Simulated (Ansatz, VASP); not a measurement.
# One calculation of GaN, two programs

The input INCAR:

```
ALGO     = Normal         # electronic algorithm
EDIFF    = 1E-6           # SCF threshold, eV
ENCUT    = 520            # plane-wave cutoff, eV
GGA      = PS             # functional
ISIF     = 2              # what is computed and relaxed
ISMEAR   = 0              # smearing method
IVDW     = 12             # dispersion correction
LASPH    = T              # aspherical terms in the spheres
LCHARG   = F              # write CHGCAR
LREAL    = F              # projectors in reciprocal space
LWAVE    = F              # write WAVECAR
NBANDS   = 16             # bands
NELM     = 100            # most SCF steps
PREC     = Accurate       # precision mode
SIGMA    = 0.01           # smearing width, eV
```

KPOINTS

```
k-points
0
Gamma
  8 8 8
```

POSCAR

```
GaN
1.0
    0.0000000000      2.1352350000      2.1352350000
    2.1352350000      0.0000000000      2.1352350000
    2.1352350000      2.1352350000      0.0000000000
Ga N
1 1
Direct
    0.0000000000      0.0000000000      0.0000000000
    0.5000000000      0.5000000000      0.5000000000
```

Input for Ansatz:

```yaml
crystal:
  lattice:
    - [0.0, 2.135235, 2.135235]
    - [2.135235, 0.0, 2.135235]
    - [2.135235, 2.135235, 0.0]
  atoms:
    - { symbol: Ga, position: [0.0, 0.0, 0.0] }
    - { symbol: "N", position: [0.5, 0.5, 0.5] }
basis:
  ecutwfc: 420.0
kpoints:
  mp_grid:
    grid: [8, 8, 8]
    shift: [0.0, 0.0, 0.0]
hamiltonian:
  xc: pbesol
  dispersion: d3bj
scf:
  occupations:
    method: fixed
output:
  cutoff_correction: 670.0
```

Measurements of this composition are mostly on another form, of space group No. 186.

Alike in both runs: task single point; functional PBEsol; dispersion D3(BJ); k mesh 8 × 8 × 8; no spin polarisation.

|  | VASP | Ansatz |
| --- | --- | --- |
| version | VASP 6.6.1 | Ansatz 0.2.0 |
| potentials or method | VASP PAW PBE potentials, release 64 (Ga_d, N) | plane waves, PAW |
| plane-wave cutoff (eV) | 520 | 420 |
| occupations | gaussian, width 0.01 eV | fixed |
| valence electrons in the cell | 18 | 18 |

VASP gave:

- dispersion energy (meV/atom): -260.2

**Question.** Estimate Ansatz's values.

**Answer.** Dispersion energy (meV/atom): -260.3.
